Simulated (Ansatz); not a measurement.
# Ga: pressure against volume

How stiff is Ga, and at what volume does the pressure vanish? The cell is scaled evenly, atoms carried along, and solved with LAPW, PAW and all-electron datasets made for the crystal.

Method: DFT PBEsol, scalar-relativistic, in Ansatz 0.2.0.

## 1. The system as given

The structure is monoclinic, space group C2/c (No. 15). Conventional cell: a = 2.766 Å, b = 8.053 Å, c = 3.332 Å, α = 90.00°, β = 92.02°, γ = 90.00°. Ga (site symmetry 2) is surrounded by 8 Ga at 2.69 to 2.92 Å.

Structure file:

```
CELL_PARAMETERS angstrom
1.38300 -4.02650 0.00000
1.38300 4.02650 0.00000
-0.11745 0.00000 3.32993
ATOMIC_POSITIONS crystal
Ga 0.86900 0.13100 0.25000
Ga 0.13100 0.86900 0.75000
```

Atoms are numbered in the order of the input: Ga1, Ga2.

## 2. Volume × 0.94, LAPW

input.yaml reads:

```yaml
crystal:
  lattice:
    - [1.3547675884, -3.9443034667, 0.0]
    - [1.3547675884, 3.9443034667, 0.0]
    - [-0.1150523885, 0.0, 3.261953171]
  atoms:
    - { symbol: Ga, position: [0.869, 0.131, 0.25] }
    - { symbol: Ga, position: [0.131, 0.869, 0.75] }
kpoints:
  mp_grid: { grid: [14, 14, 11] }
  band_path:
    path:
      - [0.0, 0.0, 0.0]
      - [-0.5, 0.5, 0.0]
      - [-0.5, 0.5, 0.5]
      - [0.0, 0.0, 0.5]
      - [0.0, 0.0, 0.0]
      - [-0.5, 0.0, 0.5]
      - [0.0, 0.0, 0.0]
      - [-0.5, 0.0, 0.0]
    npoints: 5
scf:
  occupations: { method: fermi_dirac, width: 0.03 }
hamiltonian:
  xc: pbesol
  pseudopotentials: { kind: all_electron, lapw: { basis_error: 0.0005 } }
output:
  forces: true
  stress: true
  eigenvalues: true
```

The run is started by

```sh
ansatz run input.yaml --threads 1 --pin off --max-ram 3072MiB --backend cpu --events-out ev --progress --plain --runs-dir out
```

Log (excerpt; [...] marks lines left out):

```text
LAPW: plane waves up to 8.740 Å⁻¹, error target 5.0e-4 eV per atom; small_component_spin mean_spin; Ga in spheres of 1.317 Å, 21 of its electrons in bands, Dirac shells []
[...]
Pseudopotentials: kind: all_electron
Pseudopotential: Ga, LAPW, valence charge 21, Koelling and Harmon's equation, gaussian nucleus
Functional definition: PBEsol
[...]
Crystal: 2 atoms, lattice volume = 34.861 Å³
Basis set: ecut = 291.0619976045038 eV, 389 PW (Γ), FFT grids on a1+a2, a2, a3, exchange–correlation at level 2
Bands: 26, of which v1, the nominal top of the filled ones, is band 21 counted from 1 (20 counted from 0)
Symmetry: 4 space group operations
Space group: C2/c (ITA 15), of the structure as read, at distance tolerance 3.3e-5 Å
k-points: 582 of 2156
[...]
SCF iter   1: F=—  HF=-105720.155276 eV  |F-HF|=—  |Δ(HF+E_count)|=         —  Δρ=1.39e-2  dr2=4.00e-2  ethr=9.50e-5  ⟨swp⟩=3.0  Hψ=101807  notcnv=0
[...]
SCF iter   7: F=-105720.061910 eV  HF=-105720.061910 eV  |F-HF|=2.15e-8  |Δ(HF+E_count)|=   2.32e-7  Δρ=1.40e-5  dr2=8.45e-8  ethr=6.15e-9  ⟨swp⟩=2.0  Hψ=42527  notcnv=0
[...]
NSCF: frozen V_eff on 36 k-points
SCF converged after 7 iterations
Free energy (F): -105720.061910 eV
[...]
E sigma→0 (E₀):  -105720.060972 eV
Entropy (-TS):   -0.001876 eV (-0.938 meV/atom)
Fermi energy:    12.840297 eV
[...]
--- Forces (eV/Å), atoms counted from 1 ---
  atom   1  Ga     0.00000000     0.21025963    -0.00000000
  atom   2  Ga     0.00000000    -0.21025963     0.00000000
[...]
--- Stress (GPa, compression-positive) ---
        1.981682       0.000000      -0.117909
        0.000000       2.104093      -0.000000
       -0.117909      -0.000000       1.811932
  P = ⅓ Tr σ = 1.9659 GPa (19.659 kbar)
--- Band table (eV; the first three rows and the last of 582) ---
  k-point 0: bands = ["-130.5985", "-130.5972", "-81.5147", "-81.5085", "-81.4951", "-81.4912", "-81.4905", "-81.4849", "-2.3632", "-2.3577", "-2.3106", "-2.2942", "-1.9646", "-1.9604", "-1.9313", "-1.9228", "-1.9086", "-1.7517", "1.1135", "10.5570", "11.3941", "14.4806", "18.3611", [...]
[...]
```

Wall time 2.1 min (1 thread of Arm Neoverse V2, shared host); peak memory 1.4 GiB.

Result: pressure 1.97 GPa; no gap; largest force 0.210 eV/Å.

## 3. Volume × 0.94, PAW

input.yaml reads:

```yaml
crystal:
  lattice:
    - [1.3547675884, -3.9443034667, 0.0]
    - [1.3547675884, 3.9443034667, 0.0]
    - [-0.1150523885, 0.0, 3.261953171]
  atoms:
    - { symbol: Ga, position: [0.869, 0.131, 0.25] }
    - { symbol: Ga, position: [0.131, 0.869, 0.75] }
kpoints:
  mp_grid: { grid: [14, 14, 11] }
scf:
  occupations: { method: fermi_dirac, width: 0.03 }
hamiltonian:
  xc: pbesol
  pseudopotentials: { kind: paw }
output:
  forces: true
  stress: true
  eigenvalues: true
  efg: { contact_densities: true }
```

The run is started by

```sh
ansatz run input.yaml --threads 1 --pin off --max-ram 3072MiB --backend cpu --events-out ev --progress --plain --runs-dir out
```

Log (excerpt; [...] marks lines left out):

```text
[...]
Pseudopotentials: kind: paw
Pseudopotential: Ga, paw, valence charge 13, recommended cutoff 420 eV (normal)
Functional definition: PBEsol
[...]
Crystal: 2 atoms, lattice volume = 34.861 Å³
Basis set: ecut = 420 eV, 675 PW (Γ), exchange–correlation on 60×60×48 points (8 copies of the dense FFT grid, shifted against one another)
Bands: 17, of which v1, the nominal top of the filled ones, is band 13 counted from 1 (12 counted from 0)
Symmetry: 4 space group operations
Space group: C2/c (ITA 15), of the structure as read, at distance tolerance 3.3e-5 Å
k-points: 582 of 2156
[...]
SCF iter   1: F=—  HF=-7486.375728 eV  |F-HF|=—  |Δ(HF+E_count)|=         —  Δρ=2.50e-3  dr2=1.45e-3  ethr=1.77e-3  ⟨swp⟩=5.9  Hψ=47080  notcnv=0
[...]
  atom   1  Ga     0.00000000     0.21116712    -0.00000000
  atom   2  Ga     0.00000000    -0.21116712     0.00000000
[...]
--- Stress (GPa, compression-positive) ---
        1.940212       0.000000      -0.118004
        0.000000       2.067473      -0.000000
       -0.118004      -0.000000       1.772175
  P = ⅓ Tr σ = 1.9266 GPa (19.266 kbar)
--- PAW observables at the nuclei: V_zz in 10²¹ V/m², potentials from the cell's mean, atoms counted from 1 ---
  atom   1  Ga V_zz =    +2.836558   η = 0.4009   by run symmetry: allowed
            electrostatic potential = -4134.061472 V   contact ρ = 187067.814139 e/Å³
  atom   2  Ga V_zz =    +2.836558   η = 0.4009   by run symmetry: allowed
            electrostatic potential = -4134.061472 V   contact ρ = 187067.814139 e/Å³
--- Band table (eV; the first three rows and the last of 582) ---
  k-point 0: bands = ["-4.5999", "-4.5946", "-4.5470", "-4.5302", "-4.2009", "-4.1976", "-4.1675", "-4.1599", "-4.1455", "-3.9890", "-1.1143", "8.3281", "9.1643", "12.2505", "16.1318", "20.7420", "21.2964"]
[...]
```

Wall time 18 s (1 thread of Arm Neoverse V2, shared host); peak memory 0.56 GiB.

This run gives: pressure 1.93 GPa; no gap; largest force 0.211 eV/Å; Vzz Ga1 2.84 (η = 0.40) (10²¹ V/m²).

## 4. Volume × 0.94, crystal datasets

Edit input.yaml of step 3 so:

```diff
@@ -14,3 +14,3 @@
   xc: pbesol
-  pseudopotentials: { kind: paw }
+  pseudopotentials: { kind: all_electron, datasets: crystal }
 output:
```

The run is started by

```sh
ansatz run input.yaml --threads 1 --pin off --max-ram 3072MiB --backend cpu --events-out ev --progress --plain --runs-dir out
```

Log (excerpt; [...] marks lines left out):

```text
[...]
Pseudopotentials: kind: all_electron
Pseudopotential: Ga, paw, valence charge 13, recommended cutoff 260 eV (normal), Koelling and Harmon's equation, gaussian nucleus
Functional definition: PBEsol
[...]
Crystal: 2 atoms, lattice volume = 34.861 Å³
Basis set: ecut = 260 eV, 341 PW (Γ), exchange–correlation on 48×48×36 points (8 copies of the dense FFT grid, shifted against one another)
Bands: 17, of which v1, the nominal top of the filled ones, is band 13 counted from 1 (12 counted from 0)
Symmetry: 4 space group operations
Space group: C2/c (ITA 15), of the structure as read, at distance tolerance 3.3e-5 Å
k-points: 582 of 2156
[...]
SCF iter   1: F=—  HF=-105720.063861 eV  |F-HF|=—  |Δ(HF+E_count)|=         —  Δρ=2.30e-2  dr2=1.75e-1  ethr=7.06e-4  ⟨swp⟩=3.4  Hψ=50665  notcnv=0
[...]
--- Forces (eV/Å), atoms counted from 1 ---
  atom   1  Ga     0.00000000     0.21007936    -0.00000000
  atom   2  Ga     0.00000000    -0.21007936     0.00000000
[...]
--- Stress (GPa, compression-positive) ---
        1.981164       0.000000      -0.117726
        0.000000       2.104279      -0.000000
       -0.117726      -0.000000       1.812029
  P = ⅓ Tr σ = 1.9658 GPa (19.658 kbar)
--- PAW observables at the nuclei: V_zz in 10²¹ V/m², potentials from the cell's mean, atoms counted from 1 ---
  atom   1  Ga V_zz =    +2.850223   η = 0.4038   by run symmetry: allowed
            electrostatic potential = -4132.431206 V   contact ρ = 187135.818067 e/Å³
  atom   2  Ga V_zz =    +2.850223   η = 0.4038   by run symmetry: allowed
            electrostatic potential = -4132.431206 V   contact ρ = 187135.818067 e/Å³
--- Band table (eV; the first three rows and the last of 582) ---
  k-point 0: bands = ["-2.3630", "-2.3572", "-2.3106", "-2.2945", "-1.9649", "-1.9600", "-1.9315", "-1.9224", "-1.9084", "-1.7514", "1.1136", "10.5570", "11.3941", "14.4808", "18.3612", "22.9794"]
[...]
```

Run time: 50 s. Hardware: 1 thread of Arm Neoverse V2, shared host; peak memory 0.93 GiB.

Read from it: pressure 1.97 GPa; no gap; largest force 0.210 eV/Å; Vzz Ga1 2.85 (η = 0.40) (10²¹ V/m²).

## 5. Volume × 0.98, LAPW

input.yaml reads:

```yaml
crystal:
  lattice:
    - [1.3737178411, -3.9994756958, 0.0]
    - [1.3737178411, 3.9994756958, 0.0]
    - [-0.1166617212, 0.0, 3.3075808031]
  atoms:
    - { symbol: Ga, position: [0.869, 0.131, 0.25] }
    - { symbol: Ga, position: [0.131, 0.869, 0.75] }
kpoints:
  mp_grid: { grid: [14, 14, 11] }
  band_path:
    path:
      - [0.0, 0.0, 0.0]
      - [-0.5, 0.5, 0.0]
      - [-0.5, 0.5, 0.5]
      - [0.0, 0.0, 0.5]
      - [0.0, 0.0, 0.0]
      - [-0.5, 0.0, 0.5]
      - [0.0, 0.0, 0.0]
      - [-0.5, 0.0, 0.0]
    npoints: 5
scf:
  occupations: { method: fermi_dirac, width: 0.03 }
hamiltonian:
  xc: pbesol
  pseudopotentials: { kind: all_electron, lapw: { basis_error: 0.0005 } }
output:
  forces: true
  stress: true
  eigenvalues: true
```

The run is started by

```sh
ansatz run input.yaml --threads 1 --pin off --max-ram 3072MiB --backend cpu --events-out ev --progress --plain --runs-dir out
```

Log (excerpt; [...] marks lines left out):

```text
LAPW: plane waves up to 8.593 Å⁻¹, error target 5.0e-4 eV per atom; small_component_spin mean_spin; Ga in spheres of 1.335 Å, 21 of its electrons in bands, Dirac shells []
[...]
Pseudopotentials: kind: all_electron
Pseudopotential: Ga, LAPW, valence charge 21, Koelling and Harmon's equation, gaussian nucleus
Functional definition: PBEsol
[...]
Crystal: 2 atoms, lattice volume = 36.345 Å³
Basis set: ecut = 281.31311004455046 eV, 389 PW (Γ), FFT grids on a1+a2, a2, a3, exchange–correlation at level 2
Bands: 26, of which v1, the nominal top of the filled ones, is band 21 counted from 1 (20 counted from 0)
Symmetry: 4 space group operations
Space group: C2/c (ITA 15), of the structure as read, at distance tolerance 3.3e-5 Å
k-points: 582 of 2156
[...]
SCF iter   1: F=—  HF=-105720.152228 eV  |F-HF|=—  |Δ(HF+E_count)|=         —  Δρ=1.30e-2  dr2=3.71e-2  ethr=8.82e-5  ⟨swp⟩=3.0  Hψ=101947  notcnv=0
[...]
SCF iter   8: F=-105720.067213 eV  HF=-105720.067213 eV  |F-HF|=2.69e-9  |Δ(HF+E_count)|=   5.53e-9  Δρ=3.82e-6  dr2=7.31e-9  ethr=2.52e-10  ⟨swp⟩=2.0  Hψ=42544  notcnv=0
[...]
NSCF: frozen V_eff on 36 k-points
SCF converged after 8 iterations
Free energy (F): -105720.067213 eV
[...]
E sigma→0 (E₀):  -105720.066346 eV
Entropy (-TS):   -0.001733 eV (-0.867 meV/atom)
Fermi energy:    12.155357 eV
[...]
--- Forces (eV/Å), atoms counted from 1 ---
  atom   1  Ga    -0.00000000     0.19209262     0.00000000
  atom   2  Ga     0.00000000    -0.19209262     0.00000000
[...]
--- Stress (GPa, compression-positive) ---
       -0.757656       0.000000      -0.119602
        0.000000      -0.617397      -0.000000
       -0.119602      -0.000000      -0.794778
  P = ⅓ Tr σ = -0.7233 GPa (-7.233 kbar)
--- Band table (eV; the first three rows and the last of 582) ---
[... band rows left out ...]
[...]
```

It took 2.2 min on 1 thread of Arm Neoverse V2, shared host; peak memory 1.4 GiB.

In short: pressure -0.72 GPa; no gap; largest force 0.192 eV/Å.

## 6. Volume × 0.98, PAW

input.yaml reads:

```yaml
crystal:
  lattice:
    - [1.3737178411, -3.9994756958, 0.0]
    - [1.3737178411, 3.9994756958, 0.0]
    - [-0.1166617212, 0.0, 3.3075808031]
  atoms:
    - { symbol: Ga, position: [0.869, 0.131, 0.25] }
    - { symbol: Ga, position: [0.131, 0.869, 0.75] }
kpoints:
  mp_grid: { grid: [14, 14, 11] }
scf:
  occupations: { method: fermi_dirac, width: 0.03 }
hamiltonian:
  xc: pbesol
  pseudopotentials: { kind: paw }
output:
  forces: true
  stress: true
  eigenvalues: true
  efg: { contact_densities: true }
  write_density: true
  write_potential: true
  elf: true
  volumetric_format: npy
```

The run is started by

```sh
ansatz run input.yaml --threads 1 --pin off --max-ram 3072MiB --backend cpu --events-out ev --progress --plain --runs-dir out
```

Log (excerpt; [...] marks lines left out):

```text
[...]
Pseudopotentials: kind: paw
Pseudopotential: Ga, paw, valence charge 13, recommended cutoff 420 eV (normal)
Functional definition: PBEsol
[...]
Crystal: 2 atoms, lattice volume = 36.345 Å³
Basis set: ecut = 420 eV, 701 PW (Γ), exchange–correlation on 60×60×48 points (8 copies of the dense FFT grid, shifted against one another)
Bands: 17, of which v1, the nominal top of the filled ones, is band 13 counted from 1 (12 counted from 0)
Symmetry: 4 space group operations
Space group: C2/c (ITA 15), of the structure as read, at distance tolerance 3.3e-5 Å
k-points: 582 of 2156
[...]
SCF iter   1: F=—  HF=-7486.380649 eV  |F-HF|=—  |Δ(HF+E_count)|=         —  Δρ=2.24e-3  dr2=1.35e-3  ethr=1.77e-3  ⟨swp⟩=5.9  Hψ=47500  notcnv=0
[...]
  atom   1  Ga     0.00000000     0.19283661    -0.00000000
  atom   2  Ga    -0.00000000    -0.19283661     0.00000000
[...]
--- Stress (GPa, compression-positive) ---
       -0.793429       0.000000      -0.119334
        0.000000      -0.650019      -0.000000
       -0.119334      -0.000000      -0.829472
  P = ⅓ Tr σ = -0.7576 GPa (-7.576 kbar)
--- PAW observables at the nuclei: V_zz in 10²¹ V/m², potentials from the cell's mean, atoms counted from 1 ---
  atom   1  Ga V_zz =    +2.680870   η = 0.4497   by run symmetry: allowed
            electrostatic potential = -4133.403131 V   contact ρ = 187068.975322 e/Å³
  atom   2  Ga V_zz =    +2.680870   η = 0.4497   by run symmetry: allowed
            electrostatic potential = -4133.403131 V   contact ρ = 187068.975322 e/Å³
--- Band table (eV; the first three rows and the last of 582) ---
  k-point 0: bands = ["-5.1210", "-5.1128", "-5.0733", "-5.0520", "-4.7586", "-4.7574", "-4.7283", "-4.7232", "-4.7092", "-4.5664", "-1.3726", "7.8629", "8.4484", "11.6467", "15.4648", "19.8364", "20.3537"]
[...]
```

Run time: 24 s. Hardware: 1 thread of Arm Neoverse V2, shared host; peak memory 0.55 GiB.

Result: pressure -0.76 GPa; no gap; largest force 0.193 eV/Å; Vzz Ga1 2.68 (η = 0.45) (10²¹ V/m²).

## 7. Volume × 0.98, crystal datasets

Edit input.yaml of step 6 so:

```diff
@@ -14,3 +14,3 @@
   xc: pbesol
-  pseudopotentials: { kind: paw }
+  pseudopotentials: { kind: all_electron, datasets: crystal }
 output:
@@ -20,5 +20 @@
   efg: { contact_densities: true }
-  write_density: true
-  write_potential: true
-  elf: true
-  volumetric_format: npy
```

The run is started by

```sh
ansatz run input.yaml --threads 1 --pin off --max-ram 3072MiB --backend cpu --events-out ev --progress --plain --runs-dir out
```

Log (excerpt; [...] marks lines left out):

```text
[...]
Pseudopotentials: kind: all_electron
Pseudopotential: Ga, paw, valence charge 13, recommended cutoff 260 eV (normal), Koelling and Harmon's equation, gaussian nucleus
Functional definition: PBEsol
[...]
Crystal: 2 atoms, lattice volume = 36.345 Å³
Basis set: ecut = 260 eV, 357 PW (Γ), exchange–correlation on 48×48×36 points (8 copies of the dense FFT grid, shifted against one another)
Bands: 17, of which v1, the nominal top of the filled ones, is band 13 counted from 1 (12 counted from 0)
Symmetry: 4 space group operations
Space group: C2/c (ITA 15), of the structure as read, at distance tolerance 3.3e-5 Å
k-points: 582 of 2156
[...]
SCF iter   1: F=—  HF=-105720.065102 eV  |F-HF|=—  |Δ(HF+E_count)|=         —  Δρ=2.13e-2  dr2=1.60e-1  ethr=6.44e-4  ⟨swp⟩=3.6  Hψ=50875  notcnv=0
[...]
--- Forces (eV/Å), atoms counted from 1 ---
  atom   1  Ga     0.00000000     0.19207262    -0.00000000
  atom   2  Ga    -0.00000000    -0.19207262     0.00000000
[...]
--- Stress (GPa, compression-positive) ---
       -0.757207       0.000000      -0.119525
        0.000000      -0.616457      -0.000000
       -0.119525      -0.000000      -0.793888
  P = ⅓ Tr σ = -0.7225 GPa (-7.225 kbar)
--- PAW observables at the nuclei: V_zz in 10²¹ V/m², potentials from the cell's mean, atoms counted from 1 ---
  atom   1  Ga V_zz =    +2.705276   η = 0.4474   by run symmetry: allowed
            electrostatic potential = -4131.772961 V   contact ρ = 187136.985679 e/Å³
  atom   2  Ga V_zz =    +2.705276   η = 0.4474   by run symmetry: allowed
            electrostatic potential = -4131.772961 V   contact ρ = 187136.985679 e/Å³
--- Band table (eV; the first three rows and the last of 582) ---
  k-point 0: bands = ["-2.9747", "-2.9660", "-2.9274", "-2.9069", "-2.6132", "-2.6104", "-2.5829", "-2.5763", "-2.5627", "-2.4195", "0.7646", "10.0010", "10.5874", "13.7861", "17.6034", "21.9823"]
[...]
```

Wall time 50 s (1 thread of Arm Neoverse V2, shared host); peak memory 0.94 GiB.

Result: pressure -0.72 GPa; no gap; largest force 0.192 eV/Å; Vzz Ga1 2.71 (η = 0.45) (10²¹ V/m²).

## 8. Volume × 1.01, LAPW

input.yaml reads:

```yaml
crystal:
  lattice:
    - [1.3875947181, -4.0398771747, 0.0]
    - [1.3875947181, 4.0398771747, 0.0]
    - [-0.1178402022, 0.0, 3.3409929716]
  atoms:
    - { symbol: Ga, position: [0.869, 0.131, 0.25] }
    - { symbol: Ga, position: [0.131, 0.869, 0.75] }
kpoints:
  mp_grid: { grid: [14, 14, 11] }
  band_path:
    path:
      - [0.0, 0.0, 0.0]
      - [-0.5, 0.5, 0.0]
      - [-0.5, 0.5, 0.5]
      - [0.0, 0.0, 0.5]
      - [0.0, 0.0, 0.0]
      - [-0.5, 0.0, 0.5]
      - [0.0, 0.0, 0.0]
      - [-0.5, 0.0, 0.0]
    npoints: 5
scf:
  occupations: { method: fermi_dirac, width: 0.03 }
hamiltonian:
  xc: pbesol
  pseudopotentials: { kind: all_electron, lapw: { basis_error: 0.0005 } }
output:
  forces: true
  stress: true
  eigenvalues: true
```

The run is started by

```sh
ansatz run input.yaml --threads 1 --pin off --max-ram 3072MiB --backend cpu --events-out ev --progress --plain --runs-dir out
```

Log (excerpt; [...] marks lines left out):

```text
LAPW: plane waves up to 8.487 Å⁻¹, error target 5.0e-4 eV per atom; small_component_spin mean_spin; Ga in spheres of 1.349 Å, 21 of its electrons in bands, Dirac shells []
[...]
Pseudopotentials: kind: all_electron
Pseudopotential: Ga, LAPW, valence charge 21, Koelling and Harmon's equation, gaussian nucleus
Functional definition: PBEsol
[...]
Crystal: 2 atoms, lattice volume = 37.457 Å³
Basis set: ecut = 274.4256180449884 eV, 381 PW (Γ), FFT grids on a1+a2, a2, a3, exchange–correlation at level 2
Bands: 26, of which v1, the nominal top of the filled ones, is band 21 counted from 1 (20 counted from 0)
Symmetry: 4 space group operations
Space group: C2/c (ITA 15), of the structure as read, at distance tolerance 3.3e-5 Å
k-points: 582 of 2156
[...]
SCF iter   1: F=—  HF=-105720.135925 eV  |F-HF|=—  |Δ(HF+E_count)|=         —  Δρ=1.24e-2  dr2=3.53e-2  ethr=8.37e-5  ⟨swp⟩=3.0  Hψ=102046  notcnv=0
[...]
SCF iter   8: F=-105720.056330 eV  HF=-105720.056330 eV  |F-HF|=3.39e-9  |Δ(HF+E_count)|=   9.63e-9  Δρ=3.86e-6  dr2=8.20e-9  ethr=2.83e-10  ⟨swp⟩=2.0  Hψ=42550  notcnv=0
[...]
NSCF: frozen V_eff on 36 k-points
SCF converged after 8 iterations
Free energy (F): -105720.056330 eV
[...]
E sigma→0 (E₀):  -105720.055430 eV
Entropy (-TS):   -0.001801 eV (-0.900 meV/atom)
Fermi energy:    11.678748 eV
[...]
--- Forces (eV/Å), atoms counted from 1 ---
  atom   1  Ga     0.00000000     0.17827746     0.00000000
  atom   2  Ga     0.00000000    -0.17827746     0.00000000
[...]
--- Stress (GPa, compression-positive) ---
       -2.385034       0.000000      -0.083789
        0.000000      -2.299626       0.000000
       -0.083789       0.000000      -2.367596
  P = ⅓ Tr σ = -2.3508 GPa (-23.508 kbar)
--- Band table (eV; the first three rows and the last of 582) ---
[... band rows left out ...]
[...]
```

It took 2.2 min on 1 thread of Arm Neoverse V2, shared host; peak memory 1.3 GiB.

In short: pressure -2.35 GPa; no gap; largest force 0.178 eV/Å.

[end of part 1 of 2]
